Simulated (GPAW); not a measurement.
The system is Ca.

```
Ca
1.0
    -2.24000    2.24000    2.24000
     2.24000   -2.24000    2.24000
     2.24000    2.24000   -2.24000
Ca
1
Direct
  0.00000 0.00000 0.00000
```

This isn't the form of Ca at room conditions, which is fcc.

| Property | Result |
| --- | --- |
| Program | GPAW 26.7.0 |
| Task | relaxation of cell and atoms |
| Functional | PBEsol |
| Potentials or basis | PAW data sets generated in the run's folder for this functional |
| Cutoff | 600 eV |
| Basis | pw |
| k mesh | 8 × 8 × 8 |
| Occupations | fermi-dirac, width 0.05 eV |
| Spin | no spin polarisation |

At the start: pressure -1.5 GPa; volume 44.96 Å³/atom.

Question: Where does the relaxation end?

Answer: Over 3 steps the energy falls by 20.6 meV/atom and the volume is 40.52 Å³/atom (-9.9 %); space group Im-3m (No. 229, to 0.05 Å).

Step by step:
| step | energy change (eV) | largest force (eV/Å) | pressure (GPa) | volume (Å³) |
| --- | --- | --- | --- | --- |
| 1 | 0.0000 | 0.0000 | -1.49 | 44.96 |
| 2 | -0.0067 | 0.0000 | -1.26 | 44.16 |
| 3 | -0.0206 | 0.0000 | 0.05 | 40.52 |

Final structure:
```
CELL_PARAMETERS angstrom
-2.16377 2.16377 2.16377
2.16377 -2.16377 2.16377
2.16377 2.16377 -2.16377
ATOMIC_POSITIONS crystal
Ca 0.00000 0.00000 0.00000
```

Caveat: later steps reuse the first step's grids.
